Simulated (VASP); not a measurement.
Tl: single point with RPBE

Crystal: Tl.

```
CELL_PARAMETERS angstrom
-2.03728 2.03728 2.03728
2.03728 -2.03728 2.03728
2.03728 2.03728 -2.03728
ATOMIC_POSITIONS crystal
Tl 0.00000 0.00000 0.00000
```

This isn't the form of Tl at room conditions, which is hcp.

```yaml
Program: VASP 6.6.1
Task: single point
Functional: RPBE
Potentials_or_basis: VASP PAW PBE potentials, release 64 (Tl_d)
Cutoff: 520 eV
k_mesh: 18 × 18 × 18
Occupations: fermi-dirac, width 0.1 eV
Spin: no spin polarisation
Dipole_correction: no
Further_INCAR_settings: ALGO = Normal; EDIFF = 1e-06; NBANDS = 12
```

```json
{
 "Pressure": "-0.1 GPa",
 "Band gap on the k mesh": "none (metal or under the smearing width)"
}
```

Levels at points of the mesh, in eV from the Fermi level:
| k point | band 2 | band 3 | band 4 | band 5 | band 6 | band 7 | band 8 | band 9 | band 10 | band 11 |
| --- | --- | --- | --- | --- | --- | --- | --- | --- | --- | --- |
| (0.00, 0.00, 0.00) | -11.61 | -11.61 | -11.33 | -11.33 | -9.05 | 9.13 | 9.13 | 9.13 | 11.84 | 11.84 |
| (0.50, 0.00, 0.00) | -11.67 | -11.34 | -11.33 | -11.14 | -5.16 | -2.15 | 5.11 | 6.53 | 8.80 | 10.16 |
| (0.50, 0.50, 0.50) | -11.72 | -11.19 | -11.19 | -11.19 | -2.52 | 1.41 | 1.41 | 1.41 | 5.94 | 5.94 |

It took 110 s on 1 thread of Intel(R) Xeon(R) Platinum 8375C CPU @ 2.90GHz (Ice Lake) (shared host), peak memory 0.21 GiB.

Caveat: the PAW data sets were made with another functional, which shifts forces and pressure a little. The run has no spin-orbit coupling, so splittings on Tl are missing.
